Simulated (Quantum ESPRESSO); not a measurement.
**Moving the choice of potentials or basis in Rh**

The cell as given:

Symmetry: Fm-3m, No. 225, cubic system. Conventional cell: a = 3.796 Å, b = 3.796 Å, c = 3.796 Å, α = 90.00°, β = 90.00°, γ = 90.00°. Rh (site symmetry m-3m) has 12 Rh at 2.68 Å as nearest neighbours.

Kept alike: task relaxation of cell and atoms; functional PBEsol; k mesh 12 × 12 × 12; occupations fermi-dirac, width 0.05 eV; no spin polarisation. Program: Quantum ESPRESSO. Cutoffs run from 612 to 1197 eV. The mesh is that of the run's cell of 1 atom. No spin-orbit coupling.

| choice of potentials or basis | volume (Å³/atom) |
| --- | --- |
| GBRV 1.5 PBEsol | 13.528 |
| PseudoDojo 0.4 SR PBEsol stringent | 13.516 |
| PseudoDojo 0.4.1 SR PBEsol standard | 13.516 |

The relaxations keep at least the cell's symmetry (Fm-3m). For a metal such a mesh leaves the last digits unconverged. Relaxations stop with a little pressure left, so the last digits of a volume or edge aren't settled.

Q: What does the choice of potentials or basis change here?

A: The volume runs from 13.516 (PseudoDojo 0.4 SR PBEsol stringent; PseudoDojo 0.4.1 SR PBEsol standard) to 13.528 Å³/atom (GBRV 1.5 PBEsol).
